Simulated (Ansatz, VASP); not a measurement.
CaB in VASP and in Ansatz

File INCAR:

```
SYSTEM = CaB
PREC = Accurate ; ENCUT = 600
EDIFF = 1E-6 ; ISMEAR = 0
SIGMA = 0.1 ; LREAL = .FALSE.
LASPH = .TRUE. ; NELM = 80
ALGO = Normal ; ISIF = 3
LWAVE = .FALSE. ; LCHARG = .FALSE.
GGA = PE ; IBRION = 2
NSW = 100 ; EDIFFG = -0.01
```

Contents of KPOINTS:

```
Automatic mesh
0
G
  18 18 18
  0 0 0
```

Contents of POSCAR:

```
CaB
1.0
    3.2656137934      0.0000000000      0.0000000000
    0.0000000000      3.2656137934      0.0000000000
    0.0000000000      0.0000000000      3.2656137934
Ca B
1 1
Direct
    0.0000000000      0.0000000000      0.0000000000
    0.5000000000      0.5000000000      0.5000000000
```

Input for Ansatz:

```yaml
crystal:
  lattice:
    - [3.2656137934, 0.0, 0.0]
    - [0.0, 3.2656137934, 0.0]
    - [0.0, 0.0, 3.2656137934]
  atoms:
    - { symbol: Ca, position: [0.0, 0.0, 0.0] }
    - { symbol: B, position: [0.5, 0.5, 0.5] }
basis:
  ecutwfc: 420
kpoints:
  mp_grid: { grid: [18, 18, 18] }
hamiltonian:
  xc: pbe
scf:
  occupations: { method: gaussian, width: 0.1 }
output:
  forces: true
  stress: true
  eigenvalues: true
  write_density: true
  write_potential: true
  elf: true
  volumetric_format: npy
relax:
  adjacent_minimum: "off"
  f_tol: 0.01
  max_steps: 80
  cell: { stress_tol: 0.05 }
```

Alike in both runs: task relaxation of cell and atoms; functional PBE; k mesh 18 × 18 × 18; occupations gaussian, width 0.1 eV; no spin polarisation.

|  | VASP | Ansatz |
| --- | --- | --- |
| version | VASP 6.6.1 | Ansatz 0.2.0 |
| potentials or method | VASP PAW PBE potentials, release 64 (Ca_sv, B) | scalar-relativistic, plane waves, PAW |
| plane-wave cutoff (eV) | 600 | 420 |
| valence electrons in the cell | 13 | 13 |

Ansatz gave:

```
gap on the k mesh at the Fermi level, each at its own relaxed structure (eV) : none
relaxed volume (Å³/atom)                                                     : 17.40
relaxed cell length with the largest relative difference (Å)                 : 3.265
```

Q: Estimate VASP's values.

A: gap on the k mesh at the Fermi level, each at its own relaxed structure (eV): none; relaxed volume (Å³/atom): 17.45; relaxed cell length with the largest relative difference (Å): 3.268.

A gap of «none» marks a metal or a gap that the smearing closes.
